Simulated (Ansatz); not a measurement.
From barrier to diffusion: Ba in BaS

The calculation used Ansatz 0.2.0, DFT PBE, scalar-relativistic, plane waves, PAW. Settings: 420 eV cutoff, 2×2×2 k-mesh, Gaussian smearing of 0.02 eV, no spin polarisation.

Host crystal, relaxed:

```
Ba S
1.0
     0.00000    3.21426    3.21426
     3.21426    0.00000    3.21426
     3.21426    3.21426    0.00000
Ba S
1 1
Direct
  0.00000 0.00000 0.00000
  0.50000 0.50000 0.50000
```

In a supercell of 16 host sites, interstitial Ba hops to an equivalent place, moving 3.22 Å. Climbing-image nudged elastic band at fixed cell; the order of the saddle wasn't checked, and the small cell leaves errors of about a tenth of an eV.

Spin-orbit coupling is left out, which matters for the bands and energies of heavy elements.

| image | path (Å) | E − E(0) (eV) |
| --- | --- | --- |
| 0 | 0.00 | 0.000 |
| 1 | 0.69 | 0.207 |
| 2 | 1.37 | 0.931 |
| 3 | 2.06 | 1.668 |
| 4 | 2.74 | 0.933 |
| 5 | 3.42 | 0.209 |
| 6 | 4.10 | 0.000 |

What are the barriers forward and back, and what attempt frequency does the shape suggest?

Forward 1.67 eV, back 1.67 eV, the ends being level. For a sinusoidal profile E_b sin²(πx/l), with the Ba atom alone moving, ν = (1/l)√(E_b/2m) = 2.4×10¹² s⁻¹, within an order of magnitude of the customary 10¹³ s⁻¹; a true prefactor needs the vibrations at the minimum and at the saddle.

With ν = 10¹³ s⁻¹, give the forward jump rate along this one path, the wait 1/k for that jump, the diffusivity D ≈ l²k and the distance √(Dt) covered in an hour at 300, 600 and 1000 K, taking the host as solid throughout.

k = ν exp(−E_b/k_BT):
```json
{"T (K)": "300", "k (1/s)": "9.6×10⁻¹⁶", "wait (s)": "1.0×10¹⁵", "D (cm²/s)": "9.9×10⁻³¹", "√(Dt) in 1 h (nm)": "6.0×10⁻⁷"}
{"T (K)": "600", "k (1/s)": "0.098", "wait (s)": "10", "D (cm²/s)": "1.0×10⁻¹⁶", "√(Dt) in 1 h (nm)": "6.0"}
{"T (K)": "1000", "k (1/s)": "3.9×10⁴", "wait (s)": "2.5×10⁻⁵", "D (cm²/s)": "4.1×10⁻¹¹", "√(Dt) in 1 h (nm)": "3827"}
```

D = l²k holds for six equivalent jumps in three dimensions (z l²k/6) and is a scale otherwise. Long-range transport needs a connected net of such jumps, and traps slow it. D is that of an interstitial already there; self-diffusion in the crystal is slower by the defects' share of the sites. An error of 0.1 eV in the barrier changes k by a factor of 48 at 300 K and 3.2 at 1000 K.

Cost: 1 run of about 6.5 core-minutes, on Intel Xeon Platinum 8488C (Sapphire Rapids) (shared hosts).